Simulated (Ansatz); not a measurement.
The system is Ba.

```
CELL_PARAMETERS angstrom
3.91772 0.00000 0.00000
0.00000 3.91772 0.00000
0.00000 0.00000 3.91772
ATOMIC_POSITIONS crystal
Ba 0.00000 0.00000 0.00000
```

This isn't the form of Ba at room conditions, which is bcc.

```yaml
Program: Ansatz 0.2.0
Task: single point
Functional: PBE
Potentials_or_basis: Ansatz PAW
Cutoff: "420 eV (not typed: the program's choice for these potentials)"
k_mesh: 7 × 7 × 7
Occupations: fermi-dirac, width 0.05 eV
Spin: no spin polarisation
```

On this cell: pressure 0.2 GPa.

The same run follows on a disturbed copy (cell strained at random at fixed volume):

```
Ba
1.0
     3.95249   -0.02723   -0.05295
    -0.02723    3.92735   -0.00032
    -0.05295   -0.00032    3.87462
Ba
1
Direct
  0.00274 0.00448 0.98942
```

Question: What changes?

Answer: The energy moves by +0.3 meV/atom; pressure 0.2 GPa.

Stress tensor (GPa, compression positive):
```
-0.03 -0.09 -0.15
-0.09  0.12  0.00
-0.15  0.00  0.58
```
